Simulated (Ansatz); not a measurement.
## Zone-centre phonons of NaCl at 30 GPa: input and output

Theory: DFT PBEsol, scalar-relativistic, plane waves, PAW (Ansatz).

Launched with:
```bash
ansatz run input.yaml --threads 1 --pin off --max-ram 1228MiB --backend cpu --events-out ev --progress --plain --runs-dir out
```

Input (bare energies are in eV):
```yaml
crystal:
  lattice:
    - [0.0, 2.4306419722, 2.4306419722]
    - [2.4306419722, 0.0, 2.4306419722]
    - [2.4306419722, 2.4306419722, 0.0]
  atoms:
    - { symbol: Na, position: [0.0, 0.0, 0.0] }
    - { symbol: Cl, position: [0.5, 0.5, 0.5] }
basis:
  ecutwfc: 420
kpoints:
  mp_grid: { grid: [8, 8, 8] }
hamiltonian:
  xc: pbesol
scf:
  occupations: { method: fixed }
output:
  eigenvalues: true
phonons:
  method: dfpt
  dielectric: true
  rigid_motions: translations
  eigenvectors: true
```

Results section of the output:
```
--- Phonons (Γ-DFPT): 2 representative perturbations + reference, on 59 of 512 k-points (Σ response iterations 7) ---
  k mesh reduced under 8 symmetry operations, with k and −k counted as one. Each operation leaves every solved perturbation unchanged. A smaller set is not considered because the run solves the response ...
  ASR residual: 2.940e-4 → 0.000e0 eV/Å²; symmetrization residual: 1.229e-6 eV/Å²
  ASR residual per site (eV/Å²): 2.94e-4 2.50e-4
  Γ frequencies (cm⁻¹): 0.00 0.00 0.00 377.65 377.65 377.65
  ε∞ (high-frequency dielectric tensor):
        3.012849    -0.000000     0.000000
        0.000000     3.012849    -0.000000
        0.000000     0.000000     3.012849
  ε⁰ (static dielectric tensor: ions relaxed, cell fixed):
        3.764175    -0.000000     0.000000
        0.000000     3.764175    -0.000000
       -0.000000     0.000000     3.764175
  ε⁰ − ε∞ (ionic part):
        0.751326     0.000000    -0.000000
        0.000000     0.751326     0.000000
       -0.000000     0.000000     0.751326
  softest optical mode at Γ: 377.65 cm⁻¹; the repairs (sum rule, projections) moved no ω² at Γ by more than (1.89 cm⁻¹)²
  Born effective charges Z* (e; rows j = field, columns β = displacement):
    site 0:
         0.93393   -0.00000   -0.00000
         0.00000    0.93393   -0.00000
        -0.00000   -0.00000    0.93393
    site 1:
        -0.93393    0.00000    0.00000
        -0.00000   -0.93393    0.00000
         0.00000    0.00000   -0.93393
  Z* charge neutrality: 1.000e-5 e pre-enforcement
  k-mesh period / interband length: 27.5 Å / 1.24 Å = 22.11 at k = (0.0000, 0.0000, 0.0000), direct gap 7.272 eV — 14 or more, which is no proof of convergence
  optical modes at Γ without the LO–TO term, one row a degenerate level:
      ω (cm⁻¹) modes IR ((D/Å)²/amu)
        377.65      3             4.3288
  optical modes at Γ + LO–TO along q̂ = [1.0000, 0.0000, 0.0000]:
      ω (cm⁻¹) modes IR ((D/Å)²/amu)
        377.65      2             2.8859
        422.12      1             1.4429
  optical modes at Γ + LO–TO along q̂ = [0.0000, 1.0000, 0.0000]:
      ω (cm⁻¹) modes IR ((D/Å)²/amu)
        377.65      2             2.8859
        422.12      1             1.4429
  optical modes at Γ + LO–TO along q̂ = [0.0000, 0.0000, 1.0000]:
      ω (cm⁻¹) modes IR ((D/Å)²/amu)
        377.65      2             2.8859
        422.12      1             1.4429
```

The run took 15 s on 1 thread of Arm Neoverse N1, on a shared host, peak memory 0.4 GiB.

The real crystal has changed phase below this pressure.